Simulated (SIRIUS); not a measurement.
# Sb: changing the functional

The structure is trigonal, space group R-3m (No. 166). Conventional cell: a = 4.308 Å, b = 4.308 Å, c = 11.274 Å, α = 90.00°, β = 90.00°, γ = 120.00°. Around Sb (site symmetry 3m) lie 3 Sb at 2.91 Å.

Kept alike: task single point; k mesh 4 × 4 × 4; occupations fermi-dirac, width 0.05 eV; no spin polarisation. Program: SIRIUS, PseudoDojo 0.4.1 PBE standard (scalar relativistic), cutoff 1102 eV. The mesh is that of the run's cell of 2 atoms. No spin-orbit coupling.

| functional | pressure (GPa) |
| --- | --- |
| AM05 | 0.17 |
| BLYP | 6.91 |
| BP86 | 3.48 |
| LDA | -1.03 |
| PBE | 2.76 |
| PBEsol | 0.15 |
| PW91 | 2.80 |
| RPBE | 4.06 |
| SOGGA | -0.87 |
| XLYP | 7.49 |
| revPBE | 3.70 |

The k mesh is coarse, so the values aren't converged. Pressure is positive in compression; the values hold the error of the finite cutoff, so their zero can differ a little from the energy's minimum. All rows use potentials made for PBE.

The pressure runs from -1.03 (LDA) to 7.49 GPa (XLYP). From PBE: AM05 -2.59; BLYP +4.15; BP86 +0.72; LDA -3.79; PBEsol -2.61; PW91 +0.04; RPBE +1.30; SOGGA -3.63; XLYP +4.73; revPBE +0.94.
